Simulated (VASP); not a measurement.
Here is a VASP 6.6.1 calculation.

File INCAR:

```
SYSTEM = TaN
PREC = Accurate
ENCUT = 900
EDIFF = 1E-6
ISMEAR = -1
SIGMA = 0.05
LREAL = .False.
LASPH = .True.
NELM = 100
ALGO = Normal
ISIF = 3
LWAVE = .False.
LCHARG = .False.
GGA = PE
IBRION = 2
NSW = 60
EDIFFG = -0.01
```

Contents of KPOINTS:

```
regular mesh
0
Gamma
  10 10 9
  0 0 0
```

Contents of POSCAR:

```
TaN
1.0
    2.9380011100      0.0000000000      0.0000000000
   -1.4690005500      2.5443836000      0.0000000000
    0.0000000000      0.0000000000      2.8830022100
Ta N
1 1
Direct
    0.3333333333      0.6666666667      0.5000000000
    0.0000000000      0.0000000000      0.0000000000
```

Potentials or basis: VASP PAW PBE potentials, release 64 (Ta_sv_GW, N_GW).

The run is started by

```console
$ cat potpaw_PBE.64/Ta_sv_GW/POTCAR potpaw_PBE.64/N_GW/POTCAR > POTCAR
$ mpirun -np 1 vasp_std > vasp.out
```

Question: Predict the band gap on the k mesh.

Answer: None (metal or under the smearing width).

Question: Estimate the relaxed volume.

Answer: 10.93 Å³/atom.

Step by step:
| step | energy change (eV) | largest force (eV/Å) | pressure (GPa) | volume (Å³) |
| --- | --- | --- | --- | --- |
| 1 | 0.0000 | 0.0000 | 4.84 | 21.55 |
| 2 | 0.0203 | 0.0000 | -10.50 | 22.58 |
| 3 | -0.0046 | 0.0000 | -0.04 | 21.86 |

Spin-orbit coupling is left out, which matters for the levels of Ta. Zero-point motion and thermal expansion aren't in these numbers.
